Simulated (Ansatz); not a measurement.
## Electron scattering at the Σ5 (310) boundary in bcc Mo with C (interstitial)

Wanted: what the Σ5 (310) boundary in bcc Mo with C (interstitial) costs an interconnect.

Main program and level: Ansatz 0.2.0; Ansatz plane-wave DFT, PBE, PAW files; relaxation of a bicrystal slab with its lowest layers held; PAW set soft_1, in the first sound run; inputs show where later runs differ.

## (1) The structure

The cell holds 21 atoms: 20 Mo and 1 C. Its edges and angles: a = 5.219 Å, b = 3.147 Å, c = 30.308 Å, α = 90.0°, β = 90.0°, γ = 72.5°. It derives from Mo. built on the (3 1 0) plane; 1 overlapping atoms removed and the grains opened by 0.4 Å. Vacuum lies along c.

## (2) Relaxing the bicrystal

The boundary is built by mirroring the lower grain in the boundary plane and removing any atoms that overlap; then the C is put in at the boundary. A thin bicrystal slab is relaxed first, with the lowest layers held and the upper grain free to shift and open.

Contents of input.yaml:

```yaml
crystal:
  lattice:
    - [5.2187091076, 0.0, 0.0]
    - [0.9488562014, 3.0005467684, 0.0]
    - [0.0, 0.0, 30.3082068143]
  atoms:
    - { symbol: Mo, position: [0.7999999999, 0.6000000001, 0.1649718187] }
    - { symbol: Mo, position: [0.1999999999, 0.9, 0.1978067794] }
    - { symbol: Mo, position: [0.5999999999, 0.2, 0.2306417401] }
    - { symbol: Mo, position: [1.0, 0.5, 0.2634767008] }
    - { symbol: Mo, position: [0.4, 0.8, 0.2963116615] }
    - { symbol: Mo, position: [0.8, 0.1, 0.3291466222] }
    - { symbol: Mo, position: [0.2, 0.4, 0.3619815829] }
    - { symbol: Mo, position: [0.6, 0.7, 0.3948165436] }
    - { symbol: Mo, position: [0.0, 0.0, 0.4276515043] }
    - { symbol: C, position: [0.3333333333, 0.3333333333, 0.4359000953] }
    - { symbol: Mo, position: [0.6, 0.7, 0.4736842105] }
    - { symbol: Mo, position: [0.2, 0.4, 0.5065191712] }
    - { symbol: Mo, position: [0.8, 0.1, 0.5393541319] }
    - { symbol: Mo, position: [0.4, 0.8, 0.5721890926] }
    - { symbol: Mo, position: [1.0, 0.5, 0.6050240533] }
    - { symbol: Mo, position: [0.5999999999, 0.2, 0.637859014] }
    - { symbol: Mo, position: [0.1999999999, 0.9, 0.6706939747] }
    - { symbol: Mo, position: [0.7999999999, 0.6000000001, 0.7035289354] }
    - { symbol: Mo, position: [0.3999999999, 0.3000000001, 0.7363638961] }
    - { symbol: Mo, position: [0.9999999999, 1.0e-10, 0.7691988568] }
    - { symbol: Mo, position: [0.5999999999, 0.7000000001, 0.8020338175] }
kpoints:
  mp_grid: { grid: [8, 8, 1] }
hamiltonian:
  xc: pbe
  pseudopotentials: { kind: paw, azcp: { folder: soft_1 } }
scf:
  occupations: { method: fermi_dirac, width: 0.1 }
relax:
  f_tol: 0.03
  max_steps: 80
  constraints: [{ sites: [0, 1, 2, 3] }]
```

Started as:

```console
> ansatz run input.yaml --threads 4 --pin off --max-ram 15360MiB --backend cpu --events-out ev --progress --plain --runs-dir out
```

Numbers of over 12 decimals in the logs are rounded to 6 here.

The program printed:

```text
Engine: ansatz 0.2.0, aarch64-unknown-linux-gnu
Pseudopotentials: kind: paw
Pseudopotential: Mo, paw, valence charge 14, recommended cutoff 420 eV (normal), soft_1/Mo.paw.azcp
Pseudopotential: C, paw, valence charge 4, recommended cutoff 420 eV (normal), soft_1/C.paw.azcp
Functional definition: PBE
  parameter kappa = 0.804
  parameter beta = 0.066725
  exchange = pbe_x(kappa = kappa, mu = beta*pi^2/3)
  correlation = pbe_c(beta = beta)
Crystal: 21 atoms, lattice volume = 474.596 Å³
Basis set: ecut = 420 eV, 9333 PW (Γ), exchange–correlation on 72×48×432 points (8 copies of the dense FFT grid, shifted against one another)
Bands: 171, of which v1, the nominal top of the filled ones, is band 142 counted from 1 (141 counted from 0)
Symmetry: 2 space group operations
Space group: Cm (ITA 8), of the structure as read, at distance tolerance 7.8e-5 Å
k-points: 21 of 64 (time reversal used)
Non-local potential: Mo, projectors of the file, l = 0: 3, l = 1: 2, l = 2: 2, l = 3: 1
Non-local potential: C, projectors of the file, l = 0: 2, l = 1: 2, l = 2: 1
PAW form: soft (Blöchl's): semilocal exchange-correlation on the pseudo side does not see the compensation charge
PAW one-centre angular grid: Mo, 590 points (default); XC on 64 Gauss nodes
PAW one-centre angular grid: C, 110 points (default); XC on 64 Gauss nodes
Initial density: superposition of atomic densities (neutral atoms: chi_scale 0, normalization atom)
Initial wavefunctions: pseudopotential atomic-orbital guess
Functional: x = pbe(κ = 0.804, μ = 0.219515), c = pbe(β = 0.066725)
SCF iter   1: F=—  HF=-99382.444807 eV  |F-HF|=—  |Δ(HF+E_count)|=         —  Δρ=9.52e-2  dr2=2.55e2  ethr=3.10e-3  ⟨swp⟩=8.1  Hψ=15857  notcnv=0
preconditioner: auto → LDOS  [metal: Δε(μ)=0.010 eV  Ē_g=4.805 eV  σ=0.100 eV  W_gap=0.03  n_scr=118 (ndim 8)  ℏωp=19.0 eV  f_vac=0.276  D(μ)=14.55/eV (n_scr^D=104)  β→1.0]
SCF iter   2: F=—  HF=-99374.881716 eV  |F-HF|=—  |Δ(HF+E_count)|=    7.56e0  Δρ=7.85e-2  dr2=3.15e2  ethr=3.10e-3  ⟨swp⟩=5.1  Hψ=10109  notcnv=0  defer=1
SCF iter   3: F=—  HF=-99364.650543 eV  |F-HF|=—  |Δ(HF+E_count)|=    1.02e1  Δρ=1.41e-2  dr2=5.09e0  ethr=3.10e-3  ⟨swp⟩=4.3  Hψ=9038  notcnv=0  defer=2
SCF iter   4: F=—  HF=-99364.411387 eV  |F-HF|=—  |Δ(HF+E_count)|=   2.39e-1  Δρ=4.45e-3  dr2=1.61e-1  ethr=1.79e-3  ⟨swp⟩=2.6  Hψ=5347  notcnv=0  defer=1
SCF iter   5: F=—  HF=-99364.379303 eV  |F-HF|=—  |Δ(HF+E_count)|=   3.21e-2  Δρ=1.53e-3  dr2=7.38e-2  ethr=5.68e-5  ⟨swp⟩=3.5  Hψ=7954  notcnv=0
SCF iter   6: F=—  HF=-99364.377529 eV  |F-HF|=—  |Δ(HF+E_count)|=   1.77e-3  Δρ=6.53e-4  dr2=1.54e-2  ethr=2.60e-5  ⟨swp⟩=2.1  Hψ=4569  notcnv=0
SCF iter   7: F=—  HF=-99364.378532 eV  |F-HF|=—  |Δ(HF+E_count)|=   1.00e-3  Δρ=1.71e-4  dr2=3.05e-4  ethr=5.43e-6  ⟨swp⟩=1.7  Hψ=3985  notcnv=0
SCF iter   8: F=—  HF=-99364.378570 eV  |F-HF|=—  |Δ(HF+E_count)|=   3.79e-5  Δρ=7.60e-5  dr2=2.33e-4  ethr=1.07e-7  ⟨swp⟩=3.2  Hψ=7530  notcnv=0
SCF iter   9: F=-99364.378568 eV  HF=-99364.378573 eV  |F-HF|=4.68e-6  |Δ(HF+E_count)|=   2.86e-6  Δρ=2.68e-5  dr2=1.09e-5  ethr=7.92e-9  ⟨swp⟩=4.1  Hψ=13766  notcnv=0
SCF 1 converged in 9 iterations: F = -99364.378568 eV  dr2 = 1.09e-5
  greatest PAW one-centre occupation: 0.999 electrons in one spin orbital (limit 2), on the Mo atom at site 13 (counted from 0), in its partial waves of l = 0
relax step   1: F+E_penalty+E_count = -99364.37856826 eV  Δ(F+E_penalty+E_count) = +0.000e0 eV  max|allowed force component| = 1.822e0 eV/Å  Δτ_max = 0.0000 Å  (9 SCF iters, dr2 threshold 2.25e-5 eV, accepted)
Initial density: handed on by an earlier stage of this run
Initial wavefunctions: those handed on with the density
iter 1 solved again at ethr=9.13e-4 eV; its pass at ethr=3.10e-3 eV (dr2=2.59e0 eV) is discarded
SCF iter   1: F=—  HF=-99365.163869 eV  |F-HF|=—  |Δ(HF+E_count)|=         —  Δρ=1.28e-2  dr2=2.75e0  ethr=9.13e-4  ⟨swp⟩=1.4  Hψ=11887  notcnv=0
eigensolver tolerance schedule calibrated: the retry pair's looser diagonalisation under-reported the residual by θ = 0.06 (0.11/decade); ethr = c·dr2/N_el runs at the constant in force after the calibration composes with the one it found (an armed cap, an earlier calibration), c = 8.4e-2
preconditioner: auto → LDOS  [metal: Δε(μ)=0.014 eV  Ē_g=4.209 eV  σ=0.100 eV  W_gap=0.03  n_scr=118 (ndim 8)  ℏωp=19.0 eV  f_vac=0.283  D(μ)=16.38/eV (n_scr^D=118)  β→1.0]
SCF iter   2: F=—  HF=-99365.095719 eV  |F-HF|=—  |Δ(HF+E_count)|=   6.82e-2  Δρ=5.59e-3  dr2=3.30e-1  ethr=8.15e-4  ⟨swp⟩=4.2  Hψ=6418  notcnv=0
SCF iter   3: F=—  HF=-99365.054776 eV  |F-HF|=—  |Δ(HF+E_count)|=   4.09e-2  Δρ=2.24e-3  dr2=5.78e-2  ethr=9.76e-5  ⟨swp⟩=3.3  Hψ=7862  notcnv=0
SCF iter   4: F=—  HF=-99365.045857 eV  |F-HF|=—  |Δ(HF+E_count)|=   8.92e-3  Δρ=4.35e-4  dr2=1.78e-3  ethr=1.71e-5  ⟨swp⟩=2.5  Hψ=5513  notcnv=0
SCF iter   5: F=—  HF=-99365.045711 eV  |F-HF|=—  |Δ(HF+E_count)|=   1.46e-4  Δρ=1.19e-4  dr2=1.50e-4  ethr=5.27e-7  ⟨swp⟩=3.0  Hψ=6598  notcnv=0
SCF iter   6: F=-99365.045765 eV  HF=-99365.045766 eV  |F-HF|=6.06e-7  |Δ(HF+E_count)|=   5.47e-5  Δρ=4.74e-5  dr2=2.02e-5  ethr=2.96e-8  ⟨swp⟩=2.9  Hψ=14580  notcnv=0
SCF 2 converged in 6 iterations: F = -99365.045765 eV  dr2 = 2.02e-5
  greatest PAW one-centre occupation: 0.999 electrons in one spin orbital (limit 2), on the Mo atom at site 2 (counted from 0), in its partial waves of l = 0
relax step   2: F+E_penalty+E_count = -99365.04576492 eV  Δ(F+E_penalty+E_count) = -6.672e-1 eV  max|allowed force component| = 6.689e-1 eV/Å  Δτ_max = 0.1949 Å  (6 SCF iters, dr2 threshold 1.00e-4 eV, accepted)
iter 1 solved again at ethr=9.10e-4 eV; its pass at ethr=3.10e-3 eV (dr2=2.59e0 eV) is discarded
SCF iter   1: F=—  HF=-99365.277562 eV  |F-HF|=—  |Δ(HF+E_count)|=         —  Δρ=1.29e-2  dr2=2.61e0  ethr=9.10e-4  ⟨swp⟩=1.5  Hψ=11951  notcnv=0
preconditioner: auto → LDOS  [metal: Δε(μ)=0.031 eV  Ē_g=4.195 eV  σ=0.100 eV  W_gap=0.08  n_scr=118 (ndim 8)  ℏωp=19.0 eV  f_vac=0.280  D(μ)=16.27/eV (n_scr^D=118)  β→1.0]
SCF iter   2: F=—  HF=-99365.206511 eV  |F-HF|=—  |Δ(HF+E_count)|=   7.11e-2  Δρ=5.28e-3  dr2=3.29e-1  ethr=9.10e-4  ⟨swp⟩=3.9  Hψ=5738  notcnv=0  defer=1
SCF iter   3: F=—  HF=-99365.168947 eV  |F-HF|=—  |Δ(HF+E_count)|=   3.76e-2  Δρ=2.75e-3  dr2=7.47e-2  ethr=1.16e-4  ⟨swp⟩=2.7  Hψ=7062  notcnv=0
SCF iter   4: F=—  HF=-99365.156302 eV  |F-HF|=—  |Δ(HF+E_count)|=   1.26e-2  Δρ=7.10e-4  dr2=3.04e-3  ethr=2.63e-5  ⟨swp⟩=2.8  Hψ=6080  notcnv=0
SCF iter   5: F=—  HF=-99365.155990 eV  |F-HF|=—  |Δ(HF+E_count)|=   3.12e-4  Δρ=1.60e-4  dr2=1.64e-4  ethr=1.07e-6  ⟨swp⟩=2.6  Hψ=6583  notcnv=0
SCF iter   6: F=-99365.155944 eV  HF=-99365.155957 eV  |F-HF|=1.32e-5  |Δ(HF+E_count)|=   3.23e-5  Δρ=4.39e-5  dr2=2.00e-5  ethr=9.85e-9  ⟨swp⟩=3.4  Hψ=14946  notcnv=0
SCF 3 converged in 6 iterations: F = -99365.155944 eV  dr2 = 2.00e-5
  greatest PAW one-centre occupation: 0.999 electrons in one spin orbital (limit 2), on the Mo atom at site 14 (counted from 0), in its partial waves of l = 0
relax step   3: F+E_penalty+E_count = -99365.15594418 eV  Δ(F+E_penalty+E_count) = -1.102e-1 eV  max|allowed force component| = 2.228e-1 eV/Å  Δτ_max = 0.1388 Å  (6 SCF iters, dr2 threshold 2.80e-5 eV, accepted)
[...]
relax step   4: F+E_penalty+E_count = -99365.17022429 eV  Δ(F+E_penalty+E_count) = -1.428e-2 eV  max|allowed force component| = 1.404e-1 eV/Å  Δτ_max = 0.0599 Å  (6 SCF iters, dr2 threshold 5.51e-6 eV, accepted)
[...]
relax step   5: F+E_penalty+E_count = -99365.17442695 eV  Δ(F+E_penalty+E_count) = -4.203e-3 eV  max|allowed force component| = 8.773e-2 eV/Å  Δτ_max = 0.0271 Å  (6 SCF iters, dr2 threshold 2.19e-6 eV, accepted)
[...]
relax step   6: F+E_penalty+E_count = -99365.17529557 eV  Δ(F+E_penalty+E_count) = -8.686e-4 eV  max|allowed force component| = 2.365e-2 eV/Å  Δτ_max = 0.0151 Å  (5 SCF iters, dr2 threshold 3.01e-6 eV, accepted)
iter 1 solved again at ethr=2.30e-10 eV; its pass at ethr=3.10e-3 eV (dr2=6.54e-7 eV) is discarded
SCF iter   1: F=—  HF=-99365.175286 eV  |F-HF|=—  |Δ(HF+E_count)|=         —  Δρ=9.71e-6  dr2=6.53e-7  ethr=2.30e-10  ⟨swp⟩=2.1  Hψ=8741  notcnv=0
preconditioner: auto → LDOS  [metal: Δε(μ)=0.017 eV  Ē_g=4.184 eV  σ=0.100 eV  W_gap=0.04  n_scr=118 (ndim 8)  ℏωp=19.0 eV  f_vac=0.279  D(μ)=16.13/eV (n_scr^D=116)  β→1.0]
SCF iter   2: F=—  HF=-99365.175296 eV  |F-HF|=—  |Δ(HF+E_count)|=   1.02e-5  Δρ=6.65e-6  dr2=4.14e-7  ethr=2.30e-10  ⟨swp⟩=3.0  Hψ=6772  notcnv=0
SCF iter   3: F=—  HF=-99365.175296 eV  |F-HF|=—  |Δ(HF+E_count)|=   6.00e-9  Δρ=3.35e-6  dr2=1.23e-7  ethr=1.46e-10  ⟨swp⟩=2.4  Hψ=6086  notcnv=0
SCF iter   4: F=-99365.175296 eV  HF=-99365.175296 eV  |F-HF|=1.93e-8  |Δ(HF+E_count)|=   5.24e-9  Δρ=1.74e-6  dr2=2.50e-8  ethr=3.52e-11  ⟨swp⟩=5.0  Hψ=11465  notcnv=0
SCF 7 converged in 4 iterations: F = -99365.175296 eV  dr2 = 2.50e-8
relax step   7: F+E_penalty+E_count = -99365.17529587 eV  Δ(F+E_penalty+E_count) = -3.019e-7 eV  max|allowed force component| = 2.337e-2 eV/Å  Δτ_max = 0.0000 Å  (4 SCF iters, accepted)
SCF converged after 4 iterations
Free energy (F): -99365.175296 eV
Harris-Foulkes:  -99365.175296 eV  (|F-HF|=1.93e-8)
Internal energy: -99364.638038 eV  (E = F + TS)
E sigma→0 (E₀):  -99364.906667 eV
Entropy (-TS):   -0.537258 eV (-25.584 meV/atom)
Fermi energy:    12.816955 eV
--- Per-component energies (eV) ---
  E_band       = -3376.246863
  E_kinetic    = 8513.074487
  E_local      = -262264.638652  (includes V_loc(G=0)·N_el)
  E_nonlocal   = 2992.668262
  E_hartree    = 127512.986770
  E_xc         = -3562.584347
  E_vxc        = -4439.991899  (∫ρ·V_xc dr)
  E_paw        = -64336.716297  (= ΣΔE_a)
  E_vpaw       = -3203.326179  (= ΣTr[D̂ρ^β])
  E_aug_tail   = 0.000989  (compensation charges beyond the density's cutoff)
  E_ewald      = 91780.570751
  E_smearing   = -0.537258  (= −TS)
  E_closure    = -0.000000  (closes the sum)
  Σ components = -99365.175296   (vs F -99365.175296, Δ=0.00e0)
--- Forces (eV/Å), atoms counted from 1 ---
  atom   1  Mo     0.33112971    -0.10471241     1.78540792
  atom   2  Mo    -0.48661478     0.15388110    -0.40800238
  atom   3  Mo     0.09408237    -0.02975146    -1.00639288
  atom   4  Mo     0.05837383    -0.01845942    -0.37390141
  atom   5  Mo     0.00154246    -0.00048777     0.00210782
  atom   6  Mo     0.00445539    -0.00140892    -0.00418852
  atom   7  Mo     0.00952765    -0.00301291     0.00843069
  atom   8  Mo    -0.00805433     0.00254700    -0.00065242
  atom   9  Mo     0.00126415    -0.00039976    -0.00463191
  atom  10  C      0.00096182    -0.00030416    -0.00444448
  atom  11  Mo     0.00637825    -0.00201698     0.00056608
  atom  12  Mo    -0.00885696     0.00280082     0.00900128
  atom  13  Mo    -0.00067910     0.00021475    -0.00390511
  atom  14  Mo    -0.00804220     0.00254317     0.00482173
  atom  15  Mo    -0.00255815     0.00080896     0.00206844
  atom  16  Mo     0.00136511    -0.00043169    -0.00143433
  atom  17  Mo     0.00295444    -0.00093428    -0.00491089
  atom  18  Mo    -0.00442660     0.00139981     0.00802435
  atom  19  Mo     0.00470556    -0.00148803     0.00326756
  atom  20  Mo    -0.00107119     0.00033874     0.01212619
  atom  21  Mo     0.00362752    -0.00114712    -0.02336644
  max |Σ_I F_I| component: 6.49e-5 eV/Å
--- Relaxed structure (7 steps of the walk, 7 accepted, 0 SCFs on fresh bases) ---
  F+E_penalty+E_count = -99365.17529587 eV   max|allowed force component| = 2.337e-2 eV/Å
  atoms:
    - { symbol: Mo, position: [0.7999999999, 0.600000, 0.1649718187] }
    - { symbol: Mo, position: [0.1999999999, 0.900000, 0.1978067794] }
    - { symbol: Mo, position: [0.5999999999, 0.200000, 0.2306417401] }
    - { symbol: Mo, position: [1.0, 0.5, 0.2634767008] }
    - { symbol: Mo, position: [0.400229, 0.799885, 0.296209] }
    - { symbol: Mo, position: [0.799160, 0.100420, 0.329639] }
    - { symbol: Mo, position: [0.187882, 0.406059, 0.362769] }
    - { symbol: Mo, position: [0.590305, 0.704847, 0.394026] }
    - { symbol: Mo, position: [0.034796, -0.017398, 0.436062] }
    - { symbol: C, position: [0.353085, 0.323457, 0.435963] }
    - { symbol: Mo, position: [0.588553, 0.705723, 0.477917] }
    - { symbol: Mo, position: [0.186943, 0.406529, 0.509092] }
    - { symbol: Mo, position: [0.797143, 0.101428, 0.542414] }
    - { symbol: Mo, position: [0.395899, 0.802050, 0.575791] }
    - { symbol: Mo, position: [0.997472, 0.501264, 0.608500] }
    - { symbol: Mo, position: [0.598734, 0.200633, 0.641405] }
    - { symbol: Mo, position: [0.200867, 0.899566, 0.674926] }
    - { symbol: Mo, position: [0.799925, 0.600037, 0.707330] }
    - { symbol: Mo, position: [0.396327, 0.301837, 0.741767] }
    - { symbol: Mo, position: [0.987222, 0.00638898, 0.773964] }
    - { symbol: Mo, position: [0.612494, 0.693753, 0.800152] }
```

Wall time 6.5 min (4 threads of Arm Neoverse V1, shared host); peak memory 2.4 GiB.

Step by step:

```
step  energy less that of the first step (eV)  largest force component (eV/Å)
   1                                   0.0000                          1.8219
   2                                  -0.6672                          0.6689
   3                                  -0.7774                          0.2228
   4                                  -0.7917                          0.1404
   5                                  -0.7959                          0.0877
   6                                  -0.7967                          0.0236
   7                                  -0.7967                          0.0234
```

Forces are held to the 2 operations that the run works with; a distortion that breaks them can't arise in this run.

The atoms that moved most (Å):

```
atom      dx      dy     dz  length
 Mo9   0.165  -0.052  0.255   0.308
Mo19  -0.017   0.006  0.164   0.165
Mo20  -0.061   0.019  0.144   0.158
Mo11  -0.054   0.017  0.128   0.140
Mo17   0.004  -0.001  0.128   0.128
Mo18   0.000   0.000  0.115   0.115
Mo14  -0.019   0.006  0.109   0.111
Mo16  -0.006   0.002  0.107   0.108
```

Final coordinates:

```cif
data_structure
_symmetry_space_group_name_H-M 'P 1'
_symmetry_Int_Tables_number 1
_cell_length_a 5.2187
_cell_length_b 3.1470
_cell_length_c 30.3082
_cell_angle_alpha 90.000
_cell_angle_beta 90.000
_cell_angle_gamma 72.452
_cell_volume 474.60
loop_
_atom_site_label
_atom_site_type_symbol
_atom_site_fract_x
_atom_site_fract_y
_atom_site_fract_z
_atom_site_occupancy
Mo1 Mo 0.80000 0.60000 0.16497 1
Mo2 Mo 0.20000 0.90000 0.19781 1
Mo3 Mo 0.60000 0.20000 0.23064 1
Mo4 Mo 0.00000 0.50000 0.26348 1
Mo5 Mo 0.40023 0.79989 0.29621 1
Mo6 Mo 0.79916 0.10042 0.32964 1
Mo7 Mo 0.18788 0.40606 0.36277 1
Mo8 Mo 0.59031 0.70485 0.39403 1
Mo9 Mo 0.03480 0.98260 0.43606 1
C10 C 0.35309 0.32346 0.43596 1
Mo11 Mo 0.58855 0.70572 0.47792 1
Mo12 Mo 0.18694 0.40653 0.50909 1
Mo13 Mo 0.79714 0.10143 0.54241 1
Mo14 Mo 0.39590 0.80205 0.57579 1
Mo15 Mo 0.99747 0.50126 0.60850 1
Mo16 Mo 0.59873 0.20063 0.64141 1
Mo17 Mo 0.20087 0.89957 0.67493 1
Mo18 Mo 0.79993 0.60004 0.70733 1
Mo19 Mo 0.39633 0.30184 0.74177 1
Mo20 Mo 0.98722 0.00639 0.77396 1
Mo21 Mo 0.61249 0.69375 0.80015 1
```

Numbers from this step:

| Item | Value |
| --- | --- |
| free energy | -99365.1753 eV |
| energy at zero smearing | -99364.9067 eV |
| Fermi energy | 12.82 eV |

The largest force component on a free atom ends at 0.023 eV/Å, under the tolerance of 0.03, after 7 steps.

[end of part 1 of 2]

[Logs are printed without paths, hosts, clocks, repeated set-up lines and the standing remarks that a program may print on its own settings, such as how far it seeks lower states.]

[Hosts, paths, dates, database ids (printed as entryN), source tags and the programs' standing remarks are cut or masked in the printed files.]
